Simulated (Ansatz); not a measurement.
# Ga: the cost of one run

Program: Ansatz 0.2.0. Level of theory: DFT PBE, scalar-relativistic, plane waves, PAW. These are calculated values, not measurements.

12 further runs of the same task are left out: 1 for a known fault of the program, 2 that didn't finish, 9 set aside as unsound or not needed.

### 1 The system as given

Symmetry: I-43d, No. 220, cubic system. The conventional cell has a = 5.951 Å, b = 5.951 Å, c = 5.951 Å, α = 90.00°, β = 90.00°, γ = 90.00°. Ga (site symmetry -4) has 8 Ga at 2.78 Å as nearest neighbours.

Structure file:

```
CELL_PARAMETERS angstrom
-2.97550 2.97550 2.97550
2.97550 -2.97550 2.97550
2.97550 2.97550 -2.97550
ATOMIC_POSITIONS crystal
Ga 0.25000 0.62500 0.37500
Ga 0.37500 0.25000 0.62500
Ga 0.75000 0.87500 0.12500
Ga 0.12500 0.75000 0.87500
Ga 0.62500 0.37500 0.25000
Ga 0.87500 0.12500 0.75000
```

Source of the structure: the Crystallography Open Database.

(A quick probe on a coarse mesh, which set the mesh and smearing, is not shown.)

### 3 Full relaxation

File input.yaml:

```yaml
crystal:
  lattice:
    - [-2.9755, 2.9755, 2.9755]
    - [2.9755, -2.9755, 2.9755]
    - [2.9755, 2.9755, -2.9755]
  atoms:
    - { symbol: Ga, position: [0.25, 0.625, 0.375] }
    - { symbol: Ga, position: [0.375, 0.25, 0.625] }
    - { symbol: Ga, position: [0.75, 0.875, 0.125] }
    - { symbol: Ga, position: [0.125, 0.75, 0.875] }
    - { symbol: Ga, position: [0.625, 0.375, 0.25] }
    - { symbol: Ga, position: [0.875, 0.125, 0.75] }
basis:
  ecutwfc: 420
kpoints:
  mp_grid: { grid: [8, 8, 8] }
hamiltonian:
  xc: pbe
scf:
  occupations: { method: gaussian, width: 0.1 }
output:
  forces: true
  stress: true
  eigenvalues: true
  write_density: true
  write_potential: true
  elf: true
  volumetric_format: npy
relax:
  adjacent_minimum: "off"
  f_tol: 0.02
  max_steps: 70
  cell: { stress_tol: 0.1 }
```

Run with:

```
$ ansatz run input.yaml --threads 2 --pin off --max-ram 5120MiB --backend cpu --events-out ev --progress --plain --runs-dir out
```

**Question.** How long does this run take on 2 threads of INTEL XEON PLATINUM 8581C at 2.10GHz (Emerald Rapids), shared host, and how much memory does it need?

About 19 s, with a peak of 0.5 GiB.
